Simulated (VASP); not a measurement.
# P in VASP: a series of runs

The runs below take P through single point, with PBE.

All numbers are computed with VASP 6.6.1; they aren't measurements. Logs are shortened: lines on timing, memory, paths and dates and some standing lists are left out, and cuts for length are marked.

### 1 The structure

The cell holds a sheet with vacuum, 3 atoms: a = 5.173 Å, b = 5.173 Å, c = 23.800 Å, α = 90.00°, β = 90.00°, γ = 54.04°.

The cell was built by a generator and needn't be a form met in nature.

### 2 Single point, PBE

File INCAR:

```
SYSTEM = P
ALGO = Fast
DIPOL = 0.5 0.5 0.294
EDIFF = 1E-6
ENCUT = 520
GGA = PE
IDIPOL = 3
ISIF = 2
ISMEAR = 0
LASPH = .True.
LCHARG = .False.
LDIPOL = .True.
LREAL = .False.
LWAVE = .False.
NBANDS = 14
NELM = 100
PREC = Accurate
SIGMA = 0.1
```

File KPOINTS:

```
k-points
0
Gamma
  12 12 1
  0 0 0
```

File POSCAR:

```
P
1.0
    4.6930975742      2.1771372418      0.0000000000
    0.9938311670      5.0771439828      0.0000000000
    0.0000000000      0.0000000000     23.8000000000
P
3
Direct
    0.7200323344      0.7200323344      0.2941176471
    0.2799676656      0.2799676656      0.2941176471
    0.5000000000      0.5000000000      0.2941176471
```

Potentials or basis: VASP PAW PBE potentials, release 64 (P).

Run with:

```bash
$ cat potpaw_PBE.64/P/POTCAR > POTCAR
$ mpirun -np 1 vasp_std > vasp.out
```

OUTCAR:

```text
SYSTEM = P
   EDIFF = 1E-6
   ENCUT = 520
   GGA = PE
   ISIF = 2
   ISMEAR = 0
   LASPH = .True.
   LREAL = .False.
   NELM = 100
   PREC = Accurate

 ion  position               nearest neighbor table
   1  0.720  0.720  0.294-   3 2.03   2 2.41   2 2.41
   2  0.280  0.280  0.294-   3 2.03   1 2.41   1 2.41
   3  0.500  0.500  0.294-   1 2.03   2 2.03

  LATTYP: Found a base centered orthorhombic cell.
 ALAT       =     4.7004905116
 B/A-ratio  =     1.9610053524
 C/A-ratio  =     5.0633013600

  Lattice vectors:

 A1 = (  -0.9938311670,  -5.0771439828,   0.0000000000)
 A2 = (   4.6930975742,   2.1771372418,   0.0000000000)
 A3 = (   0.0000000000,   0.0000000000,  23.8000000000)

Analysis of symmetry for initial positions (statically):
=====================================================================
 Subroutine PRICEL returns:
 Original cell was already a primitive cell.

 Routine SETGRP: Setting up the symmetry group for a
 base centered orthorhombic supercell.

 Subroutine GETGRP returns: Found  8 space group operations
 (whereof  4 operations were pure point group operations)
 out of a pool of  8 trial point group operations.

The static configuration has the point symmetry C_2v.
 The point group associated with its full space group is D_2h.

Analysis of symmetry for dynamics (positions and initial velocities):
=====================================================================
 Subroutine PRICEL returns:
 Original cell was already a primitive cell.

 Routine SETGRP: Setting up the symmetry group for a
 base centered orthorhombic supercell.

 Subroutine GETGRP returns: Found  8 space group operations
 (whereof  4 operations were pure point group operations)
 out of a pool of  8 trial point group operations.

The dynamic configuration has the point symmetry C_2v.
 The point group associated with its full space group is D_2h.

 Subroutine INISYM returns: Found  8 space group operations
 (whereof  4 operations are pure point group operations),
 and found     1 'primitive' translations

----------------------------------------------------------------------------------------

                                     Primitive cell

  volume of cell :     515.5990

  direct lattice vectors                    reciprocal lattice vectors
     4.693097574  2.177137242  0.000000000     0.234360457 -0.045875147  0.000000000
     0.993831167  5.077143983  0.000000000    -0.100496437  0.216632913  0.000000000
     0.000000000  0.000000000 23.800000000     0.000000000  0.000000000  0.042016807

  length of vectors
     5.173498952  5.173498952 23.800000000     0.238808192  0.238808192  0.042016807

[... 106 lines left out ...]
   LORBIT       =      0    0 simple, 1 ext, 2 COOP (PROOUT), +10 PAW based schemes
   GGA     = PE    functional components
   LHFCALC =     F    Hartree Fock is set to
   AEXX    =    0.0000 exact exchange contribution
   IVDW    =     0    specifies the selected vdW correction
   LEPSILON=     F    determine dielectric tensor
   LRPA    =     F    only Hartree local field effects (RPA)
 non-spin polarized calculation
 RMM-DIIS sequential band-by-band and
 Gauss-broadening in eV      SIGMA  =   0.10
  energy-cutoff  :      520.00
  volume of cell :      515.60
 maximum number of plane-waves:     13937
   NGX = 19   NGY = 19   NGZ = 89

 dipolmoment           0.000000      0.000000     -0.000001 electrons x Angstroem

 number of electron      15.0000001 magnetization

 dipolmoment           0.000000      0.000000      0.000009 electrons x Angstroem

 Free energy of the ion-electron system (eV)
  ---------------------------------------------------
  ext. energy  EPLUGINS =         0.00000000
  ---------------------------------------------------
  free energy    TOTEN  =       -13.74097127 eV

  energy without entropy =      -13.73277272  energy(sigma->0) =      -13.73687199

 E-fermi :  -3.7822     XC(G=0):  -1.6544

 val. band max:       -3.7856308504   @ k =  -0.4167   0.3333   0.0000
 cond. band min:      -3.7771257273   @ k =   0.4167   0.3333   0.0000
 fundamental gap:      0.0085051231
 Fermi energy:        -3.7821559061

 k-point     1 :       0.0000    0.0000    0.0000
  band No.  band energies     occupation
      1     -17.6817      2.00000
      2     -13.1759      2.00000
      3     -11.8908      2.00000
      4      -8.9543      2.00000
      5      -7.5530      2.00000
      6      -7.0671      2.00000
      7      -5.5087      2.00000
      8      -3.0443      0.00000
      9      -2.7031      0.00000
     10      -2.1022      0.00000
     11       0.1584      0.00000
     12       0.9882      0.00000
     13       1.2764      0.00000
     14       1.8739      0.00000
[... 377 lines left out ...]
      1     -16.7581      2.00000
      2     -15.4408      2.00000
      3     -11.5924      2.00000
      4      -8.8207      2.00000
      5      -6.5787      2.00000
      6      -5.4017      2.00000
      7      -5.3528      2.00000
      8      -2.9998      0.00000
      9      -2.3633      0.00000
     10      -2.1367      0.00000
     11      -0.5039      0.00000
     12       1.7783      0.00000
     13       1.9748      0.00000
     14       2.1278      0.00000

 [... further k-points ...]

------------------------ aborting loop because EDIFF is reached ----------------------------------------

 vacuum level on the upper side and lower side of the slab       (xc-potential included)        -0.006        -0.006

  FORCE on cell =-STRESS in cart. coord.  units (eV):
  Direction    XX          YY          ZZ          XY          YZ          ZX
  --------------------------------------------------------------------------------------
  -------------------------------------------------------------------------------------
  Total       -0.1393581     -0.2094477     -0.0125304     -0.1425556      0.0000000      0.0000000
  in kB       -0.4330426     -0.6508397     -0.0389370     -0.4429785      0.0000000      0.0000000
  external PRESSURE =      -0.3742731 kB  Pullay stress =       0.0000000 kB

 VOLUME and BASIS-vectors are now :
 -----------------------------------------------------------------------------
  energy-cutoff  :      520.00
  volume of cell :      515.60
      direct lattice vectors                 reciprocal lattice vectors
     4.693097574  2.177137242  0.000000000     0.234360457 -0.045875147  0.000000000
     0.993831167  5.077143983  0.000000000    -0.100496437  0.216632913  0.000000000
     0.000000000  0.000000000 23.800000000     0.000000000  0.000000000  0.042016807

 POSITION                                       TOTAL-FORCE (eV/Angst)
 -----------------------------------------------------------------------------------
      4.09477      5.22332      7.00000        -0.043915     -0.056018     -0.000000
      1.59216      2.03096      7.00000         0.043915      0.056018      0.000000
      2.84346      3.62714      7.00000        -0.000000     -0.000000      0.000000
 -----------------------------------------------------------------------------------
    total drift:                               -0.000000     -0.000000      0.000046

  FREE ENERGIE OF THE ION-ELECTRON SYSTEM (eV)
  ---------------------------------------------------
  free  energy   TOTEN  =       -13.7409712684 eV

  energy  without entropy=      -13.7327727207  energy(sigma->0) =      -13.73687199

 vacuum level on the upper side and lower side of the slab         1.208         1.208
```

Wall time 5 min (1 thread of Intel Xeon 6975P-C (Granite Rapids), shared host); peak memory 0.73 GiB.

Results:

| Quantity | Value |
| --- | --- |
| Free energy | -13.7410 eV |
| Largest force | 0.071 eV/Å |
| Band gap on the k mesh | none (metal or under the smearing width) |

Forces in eV/Å, atoms in the order of the input:
```
P   -0.044 -0.056  0.000
P    0.044  0.056  0.000
P    0.000  0.000  0.000
```

### 3 Single point, PBE

This run uses another cell than the first one, of 168.63 Å³/atom, 0.981 times its volume.

File INCAR:

```
SYSTEM = P
  PREC = Accurate
  ENCUT = 520
  EDIFF = 1E-7
  ISMEAR = 0
  SIGMA = 0.1
  LREAL = .FALSE.
  LASPH = .TRUE.
  NELM = 100
  ALGO = Fast
  ISIF = 2
  LWAVE = .FALSE.
  LCHARG = .TRUE.
  LDIPOL = .TRUE.
  IDIPOL = 3
  DIPOL = 0.5 0.5 0.294
  GGA = PE
  LELF = .TRUE.
  LVHAR = .TRUE.
  LVACPOTAV = .TRUE.
  NBANDS = 14
```

File KPOINTS:

```
Automatic mesh
0
G
  12 12 1
  0 0 0
```

File POSCAR:

```
P
1.0
    4.6426500102      2.1252355999      0.0000000000
    0.9554732319      5.0157647847      0.0000000000
    0.0000000000      0.0000000000     23.8000000000
P
3
Direct
    0.7237054892      0.7237054892      0.2941176471
    0.2762945108      0.2762945108      0.2941176471
    0.5000000000      0.5000000000      0.2941176471
```

Potentials or basis: VASP PAW PBE potentials, release 64 (P).

Run with:

```bash
$ cat potpaw_PBE.64/P/POTCAR > POTCAR
$ mpirun -np 1 vasp_std > vasp.out
```

Wall time 5.9 min (1 thread of Intel Xeon 6975P-C (Granite Rapids), shared host); peak memory 0.71 GiB.

Results (log left out):

```
Free energy                     : -13.7354 eV
Largest force                   : 0.111 eV/Å
Band gap on the k mesh          : none (metal or under the smearing width)
Work function of the upper face : 4.97 eV
Work function of the lower face : 4.97 eV
```

Forces in eV/Å, atoms in the order of the input:
```
P   -0.069 -0.087  0.000
P    0.069  0.087  0.000
P    0.000  0.000  0.000
```

Levels at points of the mesh, in eV from the Fermi level:
| k point | band 5 | band 6 | band 7 | band 8 | band 9 | band 10 |
| --- | --- | --- | --- | --- | --- | --- |
| (0.00, 0.00, 0.00) | -3.85 | -3.43 | -1.71 | 0.80 | 1.11 | 1.58 |
| (0.50, 0.00, 0.00) | -2.94 | -1.46 | -0.90 | 0.58 | 1.34 | 2.01 |
| (0.50, 0.50, 0.00) | -3.76 | -2.74 | -2.23 | 0.65 | 1.26 | 2.75 |

### 4 Single point, PBE

This run uses another cell than the first one, of 120.60 Å³/atom, 0.702 times its volume.

File INCAR:

```
ALGO = Normal
DIPOL = 0.5 0.5 0.500
EDIFF = 1E-6
ENCUT = 520
GGA = PE
IDIPOL = 3
ISIF = 2
ISMEAR = 0
LASPH = True
LCHARG = False
LDIPOL = True
LREAL = False
LWAVE = False
NBANDS = 14
NELM = 100
PREC = Accurate
SIGMA = 0.1
```

File KPOINTS:

```
k-points
0
Gamma
  4 4 1
```

File POSCAR:

```
P
1.0
    5.1586040000      0.0000000000      0.0000000000
   -1.2314870000      5.0094540000      0.0000000000
    0.0000000000      0.0000000000     14.0000000000
P
3
Direct
    0.8013841800      0.8013841800      0.5000000000
    0.1986158200      0.1986158200      0.5000000000
    0.5000000000      0.5000000000      0.5000000000
```

Run with:

```bash
$ cat potpaw_PBE.64/P/POTCAR > POTCAR
$ mpirun -np 1 vasp_std > vasp.out
```

Wall time 34 s (1 thread of Intel Xeon 6975P-C (Granite Rapids), shared host); peak memory 0.38 GiB.

It converged, with:

```yaml
Free_energy: -12.5016 eV
Largest_force: 1.747 eV/Å
Band_gap_on_the_k_mesh: none (metal or under the smearing width)
```

Forces on the atoms (eV/Å):
```
P    1.078  1.375  0.000
P   -1.078 -1.375  0.000
P    0.000  0.000  0.000
```

Levels at points of the mesh, in eV from the Fermi level:
```
           k point  band 5  band 6  band 7  band 8  band 9  band 10  band 11  band 12
(0.00, 0.00, 0.00)   -2.01   -0.42   -0.38    0.36    1.26     1.85     2.27     4.14
(0.50, 0.00, 0.00)   -2.37   -2.37   -1.05   -0.99    3.81     3.84     5.01     5.92
(0.50, 0.50, 0.00)   -2.56   -0.43    0.14    0.95    1.64     2.40     2.44     5.40
```

### 5 Overview

```csv
cell,k mesh,gap on the mesh (eV),largest force (eV/Å)
"Cmmm, 171.87 Å³/atom",12 × 12 × 1,none,0.07
"Cmmm, 168.63 Å³/atom",12 × 12 × 1,none,0.11
"Cmmm, 120.6 Å³/atom",4 × 4 × 1,none,1.75
```

Alike in all rows: task single point; level PBE; potentials or basis VASP PAW PBE potentials, release 64 (P); no spin polarisation; cutoff (eV) 520; smearing gaussian 0.1 eV.

Every run on the cell as given and a fine mesh finds a metal.

Absolute energies hang on the potentials; compare differences alone.
